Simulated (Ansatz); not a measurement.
Bulk crystal (InP) after relaxation:

```
In P
1.0
     0.00000    2.77016    2.77016
     2.77016    0.00000    2.77016
     2.77016    2.77016    0.00000
In P
1 1
Direct
  0.00000 0.00000 0.00000
  0.50000 0.50000 0.50000
```

Miller indices refer to the conventional cell of Fm-3m (No. 225), a = 5.540 Å, b = 5.540 Å, c = 5.540 Å, α = 90.00°, β = 90.00°, γ = 90.00°.

The (100) slab of 4 planes, 8.3 Å thick with 15 Å of vacuum as cut; outer planes InP (top) and InP (bottom).

Theory: DFT PBE, scalar-relativistic, plane waves, PAW (Ansatz). Plane waves to 420 eV, a k mesh through Γ of 9×9×1 on the computed 8-atom cell and Gaussian smearing (0.10 eV); no spin polarisation. A dipole correction removes the field between periodic images along c.

With the atoms at the bulk's places:

```
Surface energy (mean of both faces) : 0.36 J/m²
Work function                       : 4.48 eV
```

Problem. What changes when all atoms relax within this surface cell and its symmetry?

Solution. The energy falls by 0.040 J/m² a face, and the largest move is 0.13 Å.

* Surface energy (mean of both faces): 0.31 J/m²
* Work function: 4.62 eV

```csv
plane (bottom to top),atoms,"spacing to next, bulk (Å)",relaxed (Å),change (%),rumpling (Å)
1,InP,2.770,2.721,-1.8,0.160
2,InP,2.770,2.762,-0.3,0.173
3,InP,2.770,2.721,-1.8,0.173
4,InP,,,,0.160
```

The reference crystal is the rock-salt form of InP, which isn't its usual structure.